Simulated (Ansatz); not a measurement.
# From three elastic constants to directional properties of TiC

Theory: DFT PBE, scalar-relativistic, plane waves, PAW (Ansatz). Cutoff 420 eV, 12×12×12 k-points (Γ-centred), Fermi-Dirac smearing of 0.15 eV. No spin polarisation.

The cell is fixed (symmetry leaves no force on the atoms) and stands under 0.3 GPa:
```xyz
2
Lattice="0.0000 2.1659 2.1659 2.1659 0.0000 2.1659 2.1659 2.1659 0.0000" Properties=species:S:1:pos:R:3 pbc="T T T"
Ti    0.0000    0.0000    0.0000
C     2.1659    2.1659    2.1659
```

The cell is the ideal cubic rocksalt prototype. In a metal, frequencies and elastic constants depend on the k mesh and the smearing, soft modes and shear constants most.

With ions relaxed, on the cubic axes: C11 = 511.6, C12 = 120.9, C44 = 171.0 GPa. The density is 4.893 g/cm³.

Question: Is the crystal stable against strain, and how anisotropic is it?

Answer: Born's conditions hold: C11 + 2C12 = 753.4, C11 − C12 = 390.6 and C44 = 171.0 GPa are all positive. B = (C11 + 2C12)/3 = 251.1 GPa. The two shear moduli are C44 and C′ = (C11 − C12)/2 = 195.3 GPa, so Zener's ratio is A = C44/C′ = 0.88: nearly isotropic. The Cauchy pressure C12 − C44 is -50.1 GPa; it would vanish for pair forces between atoms on inversion centres at zero pressure, and a negative value is usual with directional bonding, though many-body forces give one in some ionic oxides too.

Question: Give the sound speeds along the three symmetry directions.

Answer: The Christoffel equation gives ρv² for each branch:
| direction | branch | ρv² | GPa | v (m/s) |
| --- | --- | --- | --- | --- |
| [100] | L | C11 | 511.6 | 10225 |
| [100] | T (×2) | C44 | 171.0 | 5912 |
| [110] | L | (C11 + C12 + 2C44)/2 | 487.2 | 9979 |
| [110] | T, u ∥ [001] | C44 | 171.0 | 5912 |
| [110] | T, u ∥ [1-10] | (C11 − C12)/2 | 195.3 | 6318 |
| [111] | L | (C11 + 2C12 + 4C44)/3 | 479.1 | 9896 |
| [111] | T (×2) | (C11 − C12 + C44)/3 | 187.2 | 6186 |

Question: How does Young's modulus depend on direction?

Answer: Inverting gives S11 = 2.149, S12 = -0.411, S44 = 5.847 TPa⁻¹. Along a unit vector (l, m, n), 1/E = S11 − 2(S11 − S12 − S44/2)(l²m² + m²n² + n²l²), where the last bracket is 0, 1/4 and 1/3 for [100], [110] and [111]: E = 465, 429 and 418 GPa. With A < 1 the cube edge is stiffest. For a film on (001), the biaxial modulus is C11 + C12 − 2C12²/C11 = 575 GPa and the normal strain is −2C12/C11 = -0.47 times the in-plane one.

Cost: 2 runs of about 0.48 core-minutes in all, on Oxide Virtual Turin-like Processor (Zen 5) (shared hosts).

TiC comes out stiff in both compression and shear, with only mild elastic anisotropy. The cube axes are the stiffest directions because they follow the Ti–C bonds: strain along them directly stretches the strong σ bonds between Ti 3d and C 2p states. The C44 shear mainly bends bond angles at first order, yet it costs nearly as much as the C′ shear, which suggests substantial angular rigidity from directional p–d bonding. This keeps Zener's ratio close to one.

The residual stress is far too small to account for the Cauchy pressure of -50.1 GPa, so central pair forces alone cannot describe this crystal. Covalency is the natural reason in TiC, where the valence electrons largely fill bonding p–d states and leave the antibonding ones mostly empty. The same anisotropy makes longitudinal sound fastest along [100], where transverse sound is slow.

The positive elastic constants establish stability against small homogeneous strains of the stoichiometric crystal, but not against short-wavelength phonons or the formation of carbon vacancies, which are common in real TiC.
